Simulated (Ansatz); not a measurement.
**HfB2: single point with PBE**

Crystal: HfB2.

```
Hf B
1.0
     3.14000    0.00000    0.00000
    -1.57000    2.71932    0.00000
     0.00000    0.00000    3.48000
Hf B
1 2
Direct
  0.00000 0.00000 0.00000
  0.66667 0.33333 0.50000
  0.33333 0.66667 0.50000
```

* Program: Ansatz 0.2.0
* Task: single point
* Functional: PBE
* Potentials or basis: Ansatz PAW
* Cutoff: 420 eV (not typed: the program's choice for these potentials)
* k mesh: 10 × 10 × 8
* Occupations: gaussian, width 0.03 eV
* Spin: no spin polarisation

```
Pressure               : 1.4 GPa
Band gap on the k mesh : none (metal or under the smearing width)
```

Stress tensor (GPa, compression positive):
```
1.18 0.00 0.00
0.00 1.18 0.00
0.00 0.00 1.78
```

Levels at points of the mesh, in eV from the Fermi level:
```
             k point  band 12  band 13  band 14  band 15  band 16  band 17  band 18  band 19  band 20
  (0.00, 0.00, 0.00)   -11.49    -2.87    -2.76    -2.76    -2.59     4.15     4.15     4.78     4.78
 (0.00, 0.00, -0.50)   -11.14    -8.22    -1.00    -1.00     0.45     0.45     1.12     1.12     2.36
 (0.00, -0.50, 0.00)    -9.63    -8.84    -3.99    -3.24    -2.73     2.30     2.86     5.70     5.84
(0.00, -0.50, -0.50)   -10.20    -7.31    -4.83    -4.57    -2.53     4.18     4.29     6.37     7.32
```

Run time: 1 s on 2 threads of Intel(R) Xeon(R) Platinum 8488C (Sapphire Rapids), with other jobs on the host, peak memory 0.4 GiB.

Spin-orbit coupling is left out, which matters for the levels of Hf.
